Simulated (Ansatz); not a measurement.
# AlAs: a point defect seen from the nuclei (In on an Al site), part 2 of 2

Wanted: the field gradients around In on an Al site in AlAs, cell charge 0, before and after the neighbours move. The cell is a supercell built from a COD entry. Planned: a single point, then a relaxation.

Ansatz 0.2.0; DFT, PBE, plane-wave PAW, default files, scalar-relativistic. Earlier steps stand in the parts before.

**3. Ions relaxed**

input.yaml

```yaml
crystal:
  lattice:
    - [0.0, 8.4912, 8.4912]
    - [8.4912, 0.0, 8.4912]
    - [8.4912, 8.4912, 0.0]
  atoms:
    - { symbol: In, position: [0.0, 0.0, 0.0] }
    - { symbol: Al, position: [0.0, 0.0, 0.3333333333] }
    - { symbol: Al, position: [0.0, 0.0, 0.6666666667] }
    - { symbol: Al, position: [0.0, 0.3333333333, 0.0] }
    - { symbol: Al, position: [0.0, 0.3333333333, 0.3333333333] }
    - { symbol: Al, position: [0.0, 0.3333333333, 0.6666666667] }
    - { symbol: Al, position: [0.0, 0.6666666667, 0.0] }
    - { symbol: Al, position: [0.0, 0.6666666667, 0.3333333333] }
    - { symbol: Al, position: [0.0, 0.6666666667, 0.6666666667] }
    - { symbol: Al, position: [0.3333333333, 0.0, 0.0] }
    - { symbol: Al, position: [0.3333333333, 0.0, 0.3333333333] }
    - { symbol: Al, position: [0.3333333333, 0.0, 0.6666666667] }
    - { symbol: Al, position: [0.3333333333, 0.3333333333, 0.0] }
    - { symbol: Al, position: [0.3333333333, 0.3333333333, 0.3333333333] }
    - { symbol: Al, position: [0.3333333333, 0.3333333333, 0.6666666667] }
    - { symbol: Al, position: [0.3333333333, 0.6666666667, 0.0] }
    - { symbol: Al, position: [0.3333333333, 0.6666666667, 0.3333333333] }
    - { symbol: Al, position: [0.3333333333, 0.6666666667, 0.6666666667] }
    - { symbol: Al, position: [0.6666666667, 0.0, 0.0] }
    - { symbol: Al, position: [0.6666666667, 0.0, 0.3333333333] }
    - { symbol: Al, position: [0.6666666667, 0.0, 0.6666666667] }
    - { symbol: Al, position: [0.6666666667, 0.3333333333, 0.0] }
    - { symbol: Al, position: [0.6666666667, 0.3333333333, 0.3333333333] }
    - { symbol: Al, position: [0.6666666667, 0.3333333333, 0.6666666667] }
    - { symbol: Al, position: [0.6666666667, 0.6666666667, 0.0] }
    - { symbol: Al, position: [0.6666666667, 0.6666666667, 0.3333333333] }
    - { symbol: Al, position: [0.6666666667, 0.6666666667, 0.6666666667] }
    - { symbol: As, position: [0.0833333333, 0.0833333333, 0.0833333333] }
    - { symbol: As, position: [0.0833333333, 0.0833333333, 0.4166666667] }
    - { symbol: As, position: [0.0833333333, 0.0833333333, 0.75] }
    - { symbol: As, position: [0.0833333333, 0.4166666667, 0.0833333333] }
    - { symbol: As, position: [0.0833333333, 0.4166666667, 0.4166666667] }
    - { symbol: As, position: [0.0833333333, 0.4166666667, 0.75] }
    - { symbol: As, position: [0.0833333333, 0.75, 0.0833333333] }
    - { symbol: As, position: [0.0833333333, 0.75, 0.4166666667] }
    - { symbol: As, position: [0.0833333333, 0.75, 0.75] }
    - { symbol: As, position: [0.4166666667, 0.0833333333, 0.0833333333] }
    - { symbol: As, position: [0.4166666667, 0.0833333333, 0.4166666667] }
    - { symbol: As, position: [0.4166666667, 0.0833333333, 0.75] }
    - { symbol: As, position: [0.4166666667, 0.4166666667, 0.0833333333] }
    - { symbol: As, position: [0.4166666667, 0.4166666667, 0.4166666667] }
    - { symbol: As, position: [0.4166666667, 0.4166666667, 0.75] }
    - { symbol: As, position: [0.4166666667, 0.75, 0.0833333333] }
    - { symbol: As, position: [0.4166666667, 0.75, 0.4166666667] }
    - { symbol: As, position: [0.4166666667, 0.75, 0.75] }
    - { symbol: As, position: [0.75, 0.0833333333, 0.0833333333] }
    - { symbol: As, position: [0.75, 0.0833333333, 0.4166666667] }
    - { symbol: As, position: [0.75, 0.0833333333, 0.75] }
    - { symbol: As, position: [0.75, 0.4166666667, 0.0833333333] }
    - { symbol: As, position: [0.75, 0.4166666667, 0.4166666667] }
    - { symbol: As, position: [0.75, 0.4166666667, 0.75] }
    - { symbol: As, position: [0.75, 0.75, 0.0833333333] }
    - { symbol: As, position: [0.75, 0.75, 0.4166666667] }
    - { symbol: As, position: [0.75, 0.75, 0.75] }
kpoints:
  mp_grid: { grid: [2, 2, 2] }
scf:
  occupations: { method: fermi_dirac, width: 0.01 }
hamiltonian:
  xc: pbe
  pseudopotentials: { kind: paw }
output:
  forces: true
  stress: true
  populations: true
  efg:
    quadrupole_moments_barn: { In: 0.772, Al: 0.1466, As: 0.311 }
    contact_densities: true
relax:
  f_tol: 0.03
  max_steps: 40
```

On the command line:

```bash
ansatz run input.yaml --threads 4 --pin off --max-ram 8192MiB --backend cpu --events-out ev --progress --plain --runs-dir out
```

Log:

```text
[... 1 line left out ...]
Warning: RAYON_NUM_THREADS=4 ignored (pool sized by the plan → 4); use --threads N
In: output.efg is read without spin–orbit coupling, which moves field gradients at and beside such atoms by some per cent and up to a factor of two; PAW files take it under magnetization.noncollinear and magnetization.spin_orbit
Engine: ansatz 0.2.0, aarch64-unknown-linux-gnu
Pseudopotentials: kind: paw
Pseudopotential: In, paw, valence charge 13, recommended cutoff 420 eV (normal), In.paw.azcp
Pseudopotential: Al, paw, valence charge 3, recommended cutoff 420 eV (normal), Al.paw.azcp
Pseudopotential: As, paw, valence charge 15, recommended cutoff 420 eV (normal), As.paw.azcp
Functional definition: PBE
  parameter kappa = 0.804
  parameter beta = 0.06672455060314922
  exchange = pbe_x(kappa = kappa, mu = beta*pi^2/3)
  correlation = pbe_c(beta = beta)
Crystal: 54 atoms, lattice volume = 1224.439 Å³
Basis set: ecut = 420 eV, 23973 PW (Γ), exchange–correlation on 162×162×162 points (8 copies of the dense FFT grid, shifted against one another)
Bands: 302, of which v1, the nominal top of the filled ones, is band 248 counted from 1 (247 counted from 0)
Symmetry: 24 space group operations
Space group: F-43m (ITA 216), of the structure as read, at distance tolerance 1.1e-4 Å
k-points: 3 of 8
Non-local potential: In, projectors of the file, l = 0: 2, l = 1: 2, l = 2: 2, l = 3: 2
Non-local potential: Al, projectors of the file, l = 0: 2, l = 1: 2, l = 2: 1
Non-local potential: As, projectors of the file, l = 0: 2, l = 1: 2, l = 2: 3, l = 3: 1
PAW form: soft (Blöchl's): semilocal exchange-correlation on the pseudo side does not see the compensation charge
PAW one-centre angular grid: In, 590 points (default); XC on 64 Gauss nodes
PAW one-centre angular grid: Al, 110 points (default); XC on 64 Gauss nodes
PAW one-centre angular grid: As, 590 points (default); XC on 64 Gauss nodes
Initial density: superposition of atomic densities (neutral atoms: chi_scale 0, normalization atom), corrected by the library's trained network
Initial wavefunctions: pseudopotential atomic-orbital guess
Functional: x = pbe(κ = 0.804, μ = 0.2195149727645171), c = pbe(β = 0.06672455060314922)
SCF iter   1: F=—  HF=-150713.064413 eV  |F-HF|=—  |Δ(HF+E_count)|=         —  Δρ=1.41e-3  dr2=4.78e-2  ethr=1.77e-3  ⟨swp⟩=6.0  Hψ=3454  notcnv=0  defer=34
preconditioner: auto → Resta (q_TF=auto, 2.347 Å⁻¹)  ε∞=4.3  [insulator: Δε(μ)=1.406 eV  Ē_g=8.844 eV  σ=0.010 eV  W_gap=1.00  n_scr=282 (ndim 8)  ℏωp=16.0 eV  f_vac=0.007  D(μ)=0.00/eV (n_scr^D=0)  ε∞_Penn≈4.3]
SCF iter   2: F=—  HF=-150713.047876 eV  |F-HF|=—  |Δ(HF+E_count)|=   1.65e-2  Δρ=7.29e-4  dr2=1.27e-2  ethr=9.63e-6  ⟨swp⟩=2.0  Hψ=1223  notcnv=0  defer=139
SCF iter   3: F=—  HF=-150713.045464 eV  |F-HF|=—  |Δ(HF+E_count)|=   2.41e-3  Δρ=1.65e-4  dr2=4.91e-4  ethr=2.56e-6  ⟨swp⟩=2.0  Hψ=1113  notcnv=0  defer=139
SCF iter   4: F=—  HF=-150713.045581 eV  |F-HF|=—  |Δ(HF+E_count)|=   1.18e-4  Δρ=7.58e-5  dr2=1.45e-4  ethr=9.90e-8  ⟨swp⟩=2.0  Hψ=1511  notcnv=0  defer=139
iter 5 did not close the SCF: its close was put off for the readings that it lacked (scf_convergence_deferred on its scf_iter line)
SCF iter   5: F=-150713.045554 eV  HF=-150713.045537 eV  |F-HF|=1.75e-5  |Δ(HF+E_count)|=   4.45e-5  Δρ=2.90e-5  dr2=1.59e-5  ethr=2.92e-8  ⟨swp⟩=2.0  Hψ=1511  notcnv=0  defer=139
SCF iter   6: F=-150713.045560 eV  HF=-150713.045559 eV  |F-HF|=9.32e-7  |Δ(HF+E_count)|=   2.25e-5  Δρ=7.69e-6  dr2=7.47e-7  ethr=3.21e-9  ⟨swp⟩=1.0  Hψ=2429  notcnv=0
SCF 1 converged in 6 iterations: F = -150713.045560 eV  dr2 = 7.47e-7
relax step   1: F+E_penalty+E_count = -150713.04556026 eV  Δ(F+E_penalty+E_count) = +0.000e0 eV  max|allowed force component| = 1.014e0 eV/Å  Δτ_max = 0.0000 Å  (6 SCF iters, dr2 threshold 2.25e-5 eV, accepted)
[... 10 lines left out ...]
relax step   2: F+E_penalty+E_count = -150713.44390220 eV  Δ(F+E_penalty+E_count) = -3.983e-1 eV  max|allowed force component| = 1.898e-1 eV/Å  Δτ_max = 0.1775 Å  (5 SCF iters, dr2 threshold 6.43e-5 eV, accepted)
[... 85 lines left out ...]
  atom  30  As V_zz =    +3.515302   η = 0.0000   by run symmetry: allowed   C_q = +26.4349 MHz
            electrostatic potential = -4513.565799 V   contact ρ = 235487.074145 e/Å³
  atom  31  As V_zz =    -1.479068   η = 0.0793   by run symmetry: allowed   C_q = -11.1225 MHz
            electrostatic potential = -4513.579585 V   contact ρ = 235485.636930 e/Å³
  atom  32  As V_zz =    -1.479068   η = 0.0793   by run symmetry: allowed   C_q = -11.1225 MHz
            electrostatic potential = -4513.579585 V   contact ρ = 235485.636930 e/Å³
  atom  33  As V_zz =    -0.053004   η = 0.5321   by run symmetry: allowed   C_q = -0.3986 MHz
            electrostatic potential = -4513.521622 V   contact ρ = 235485.721955 e/Å³
  atom  34  As V_zz =    +3.515302   η = 0.0000   by run symmetry: allowed   C_q = +26.4349 MHz
            electrostatic potential = -4513.565799 V   contact ρ = 235487.074145 e/Å³
  atom  35  As V_zz =    -0.053004   η = 0.5321   by run symmetry: allowed   C_q = -0.3986 MHz
            electrostatic potential = -4513.521622 V   contact ρ = 235485.721955 e/Å³
  atom  36  As V_zz =    -0.053004   η = 0.5321   by run symmetry: allowed   C_q = -0.3986 MHz
            electrostatic potential = -4513.521622 V   contact ρ = 235485.721955 e/Å³
  atom  37  As V_zz =    -1.479068   η = 0.0793   by run symmetry: allowed   C_q = -11.1225 MHz
            electrostatic potential = -4513.579585 V   contact ρ = 235485.636930 e/Å³
  atom  38  As V_zz =    -1.479068   η = 0.0793   by run symmetry: allowed   C_q = -11.1225 MHz
            electrostatic potential = -4513.579585 V   contact ρ = 235485.636930 e/Å³
  atom  39  As V_zz =    -0.053004   η = 0.5321   by run symmetry: allowed   C_q = -0.3986 MHz
            electrostatic potential = -4513.521622 V   contact ρ = 235485.721955 e/Å³
  atom  40  As V_zz =    -1.479068   η = 0.0793   by run symmetry: allowed   C_q = -11.1225 MHz
            electrostatic potential = -4513.579585 V   contact ρ = 235485.636930 e/Å³
  atom  41  As V_zz =    -0.032430   η = 0.0000   by run symmetry: allowed   C_q = -0.2439 MHz
            electrostatic potential = -4513.523284 V   contact ρ = 235485.773541 e/Å³
  atom  42  As V_zz =    -0.032430   η = 0.0000   by run symmetry: allowed   C_q = -0.2439 MHz
            electrostatic potential = -4513.523284 V   contact ρ = 235485.773541 e/Å³
  atom  43  As V_zz =    -0.053004   η = 0.5321   by run symmetry: allowed   C_q = -0.3986 MHz
            electrostatic potential = -4513.521622 V   contact ρ = 235485.721955 e/Å³
  atom  44  As V_zz =    -0.032430   η = 0.0000   by run symmetry: allowed   C_q = -0.2439 MHz
            electrostatic potential = -4513.523284 V   contact ρ = 235485.773541 e/Å³
  atom  45  As V_zz =    -0.053004   η = 0.5321   by run symmetry: allowed   C_q = -0.3986 MHz
            electrostatic potential = -4513.521622 V   contact ρ = 235485.721955 e/Å³
  atom  46  As V_zz =    +3.515302   η = 0.0000   by run symmetry: allowed   C_q = +26.4349 MHz
            electrostatic potential = -4513.565799 V   contact ρ = 235487.074145 e/Å³
  atom  47  As V_zz =    -0.053004   η = 0.5321   by run symmetry: allowed   C_q = -0.3986 MHz
            electrostatic potential = -4513.521622 V   contact ρ = 235485.721955 e/Å³
  atom  48  As V_zz =    -0.053004   η = 0.5321   by run symmetry: allowed   C_q = -0.3986 MHz
            electrostatic potential = -4513.521622 V   contact ρ = 235485.721955 e/Å³
  atom  49  As V_zz =    -0.053004   η = 0.5321   by run symmetry: allowed   C_q = -0.3986 MHz
            electrostatic potential = -4513.521622 V   contact ρ = 235485.721955 e/Å³
  atom  50  As V_zz =    -0.032430   η = 0.0000   by run symmetry: allowed   C_q = -0.2439 MHz
            electrostatic potential = -4513.523284 V   contact ρ = 235485.773541 e/Å³
  atom  51  As V_zz =    -0.053004   η = 0.5321   by run symmetry: allowed   C_q = -0.3986 MHz
            electrostatic potential = -4513.521622 V   contact ρ = 235485.721955 e/Å³
  atom  52  As V_zz =    -0.053004   η = 0.5321   by run symmetry: allowed   C_q = -0.3986 MHz
            electrostatic potential = -4513.521622 V   contact ρ = 235485.721955 e/Å³
  atom  53  As V_zz =    -0.053004   η = 0.5321   by run symmetry: allowed   C_q = -0.3986 MHz
            electrostatic potential = -4513.521622 V   contact ρ = 235485.721955 e/Å³
  atom  54  As V_zz =    -0.000000   η = 0.0000   by run symmetry: forbidden   C_q = -0.0000 MHz
            electrostatic potential = -4513.521543 V   contact ρ = 235485.834217 e/Å³
--- Band table (eV) ---
[... 3 lines left out ...]
--- Relaxed structure (4 steps of the walk, 4 accepted, 0 SCFs on fresh bases) ---
  F+E_penalty+E_count = -150713.49402116 eV   max|allowed force component| = 6.784e-3 eV/Å
  atoms:
[... 54 lines left out ...]
--- Löwdin populations: 54 sites ---
  site symbol       q [e]
[... 54 lines left out ...]
  spilling = 0.002800 (of n_electrons = 496.000000)
```

Run time: 89 s. Hardware: 4 threads of Arm Neoverse V2, shared host; peak memory 5.5 GiB.

Step by step:

```tsv
step	energy change (eV)	largest force component (eV/Å)
1	0.0000	1.014
2	-0.3983	0.190
3	-0.4476	0.037
4	-0.4485	0.007
```

Largest displacement: 0.136 Å (atom 28 and its like, As); mean 0.016 Å.

At the end: gap on the mesh 1.42 eV, largest force 0.008 eV/Å, pressure 3.2 GPa.

Against step 2 (V_zz in 10²¹ V/m²):

```tsv
site	atoms	V_zz, PBE	V_zz, PBE relaxed	η, PBE	η, PBE relaxed
In	1	0.00	0.00	–	–
As28	28, 30, 34, …	1.02	3.52	0.00	0.00
Al2	2, 3, 4, …	0.022	-0.21	0.79	0.67
As33	33, 35, 36, …	0.13	-0.053	0.58	0.53
Al15	15, 17, 18, …	0.006	-0.005	0.50	0.19
As29	29, 31, 32, …	-0.17	-1.48	0.16	0.08
Al5	5, 11, 13, …	0.010	-0.015	0.00	0.00
Al9	9, 21, 25, …	-0.005	0.010	0.00	0.00
As41	41, 42, 44, …	-0.052	-0.032	0.00	0.00
As54	54	0.00	0.00	–	–
```

Like atoms gathered into sites:

```tsv
site	atoms	distance from the defect (Å)	V_zz (10²¹ V/m²)	η	C_Q (MHz)
In	1	0.00	0.00	–	0 (¹¹⁵In)
As28	28, 30, 34, 46	2.59	3.52	0.00	26.4 (⁷⁵As)
Al2	2, 3, 4, 6, …	4.03	-0.21	0.67	-0.744 (²⁷Al)
As33	33, 35, 36, 39, …	4.69	-0.053	0.53	-0.399 (⁷⁵As)
Al15	15, 17, 18, 23, …	5.66	-0.005	0.19	-0.018 (²⁷Al)
As29	29, 31, 32, 37, …	6.17	-1.48	0.08	-11.1 (⁷⁵As)
Al9	9, 21, 25, 27	6.93	0.010	0.00	0.037 (²⁷Al)
Al5	5, 11, 13, 14	6.93	-0.015	0.00	-0.053 (²⁷Al)
As54	54	7.35	0.00	–	0 (⁷⁵As)
As41	41, 42, 44, 50	7.35	-0.032	0.00	-0.244 (⁷⁵As)
```

Direction of the V_zz axis (Cartesian unit vector):

```tsv
site	atom	x	y	z
Al2	2	0.06	0.06	1.00
As28	28	0.58	0.58	0.58
As29	29	0.71	0.71	0.00
As33	33	0.71	0.71	0.00
As41	41	0.58	0.58	0.58
```

The sizes of the gradients above 0.15 moved by over a factor of two in the median, over a factor of two at the site that moves most (small gradients counted from 0.15; As29, -0.17 to -1.48).

**4. Simulated spectra, from step 3**

²⁷Al (I = 5/2, Q = 146.6 mb) at 7.05 T, Larmor frequency 78.3 MHz. Second-order quadrupolar shifts of the central transition; chemical shifts are not computed, so all sites share one zero.

```tsv
site	count	C_Q (MHz)	η	ν_Q (MHz)	δ_QIS (ppm)
Al2	12	-0.744	0.67	0.112	-0.6
Al15	6	-0.018	0.19	0.003	0.0
Al9	4	0.037	0.00	0.006	0.0
Al5	4	-0.053	0.00	0.008	0.0
```

²⁷Al central transition, static powder:

(kHz, intensity): (-0.3, 0), (-0.2, 2), (-0.2, 3), (-0.2, 4), (-0.2, 4), (-0.1, 4), (-0.1, 5), (-0.1, 5), (-0.1, 6), (0.0, 9), (0.0, 7), (0.0, 100), (0.0, 8), (0.0, 8), (0.1, 4), (0.1, 3), (0.1, 2), (0.1, 0)

**5. Outcome**

This closing draws on all 2 parts.

| quantity | value |
| --- | --- |
| state (step 3) | gap on the mesh 1.42 eV, largest force 0.008 eV/Å, pressure 3.2 GPa |
| V_zz by site, step 3 (10²¹ V/m²) | In 0.00, As28 3.52, Al2 -0.21, As33 -0.053, Al15 -0.005, As29 -1.48, Al9 0.010, Al5 -0.015, … |
| largest C_Q in size, step 3 | 26.4 MHz, ⁷⁵As at As28 |
| step 3 (ions relaxed) against step 2 | over a factor of two in the median, over a factor of two at the site that moves most (small gradients counted from 0.15; As29, -0.17 to -1.48) |

**Reading.** The largest gradient sits at As28 (3 Al at 2.43 Å, 1 In at 2.59 Å). The runs allow no spin. The relaxation kept the symmetry F-43m, so a distorted place of lower energy may have been missed. Relaxing moved atoms by up to 0.14 Å and single gradients by over a factor of two at the worst site (over a factor of two in the median) (gradients over 0.15 counted), so small moves matter. At 7.05 T the second-order broadening of ²⁷Al is under 0.35 kHz, so other effects set the line width. The defect repeats with the cell of 54 atoms, so it feels its images: sites between two images don't show the values beside a lone defect, and zeros or small values of η there can come from the images' arrangement. The relaxation keeps the site symmetry -43m of the start, so the impurity can't leave its site; a start off the site could end lower. The program warns that gradients near heavy atoms lack spin–orbit coupling.

The gaps are Kohn-Sham values of a semilocal functional, not quasiparticle or optical gaps. Such gaps usually fall short of the measured ones.
